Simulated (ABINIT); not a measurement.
Here is an ABINIT 10.8.3 (patched build) calculation.

run.abi

```
# Pseudopotentials
pp_dirpath "./"
pseudos "C.upf"

# Structure
acell 3*1.0
rprim
     0.0000000000     3.3700808789     3.3700808789
     3.3700808789     0.0000000000     3.3700808789
     3.3700808789     3.3700808789     0.0000000000
ntypat 1
znucl 6
natom 2
typat 1 1
xcart
     2.6750550000     2.6750550000     2.6750550000
     1.7833700000     1.7833700000     1.7833700000 Angstrom

# Plane-wave basis
ecut 1006.821291 eV

# k points
kptopt 1
ngkpt 10 10 10
nshiftk 1
shiftk 0.0 0.0 0.0

# Exchange and correlation
ixc 7

# Bands and occupations
nband 8
occopt 3
tsmear 0.00183747

# SCF cycle
nstep 100
tolvrs 1.0e-10

# Output
iomode 3
prtwf 0
prtden 0
prteig 0
prtebands 0
enunit 2
```

Potentials or basis: PseudoDojo NC SR LDA v0.4.1 standard.

Launch:

```bash
$ abinit run.abi > log 2>&1
```

Task: Predict the band gap on the k mesh.

Result: 4.18 eV, indirect (least direct gap 5.56 eV).

Task: Predict the pressure.

Result: -12.0 GPa.

A k mesh can miss the band edges. A hybrid or GW would open this gap; LDA tends to underestimate it.
